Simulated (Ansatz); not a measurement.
Bi2Te3 (Tellurobismuthite):

```xyz
5
Lattice="2.1930 1.2661 10.1657 -2.1930 1.2661 10.1657 0.0000 -2.5323 10.1657" Properties=species:S:1:pos:R:3 pbc="T T T"
Bi    0.0000    0.0000   18.2982
Bi    0.0000    0.0000   12.1988
Te    0.0000    0.0000   24.1079
Te    0.0000    0.0000    6.3891
Te    0.0000    0.0000    0.0000
```

Base run:

```yaml
Program: Ansatz 0.2.0
Functional: RPBE
Potentials_or_basis: Ansatz PAW
Cutoff: "420 eV (not typed: the program's choice for these potentials)"
k_mesh: 7 × 7 × 7
Occupations: fermi-dirac, width 0.05 eV
Spin: no spin polarisation
```

Its results: band gap on the k mesh 0.34 eV, direct; pressure 3.3 GPa; largest force 0.036 eV/Å.

Q: After a change of settings the same cell gave: band gap on the k mesh 0.24 eV, direct; pressure -0.6 GPa; largest force 0.114 eV/Å. Which change was it?
A. functional from RPBE to LDA
B. functional from RPBE to PBEsol
C. functional from RPBE to revPBE
D. functional from RPBE to BLYP

A: B.

PBEsol binds more tightly than RPBE, so the same cell stands under less pressure.

Caveats: spin-orbit coupling is left out, which as a rule narrows the gap of such compounds by several tenths of an eV; the PAW data sets come from PBE, with cores solved anew for the run's functional, which leaves a small shift of forces and pressure.

Runs at the PBE level aren't shown here.
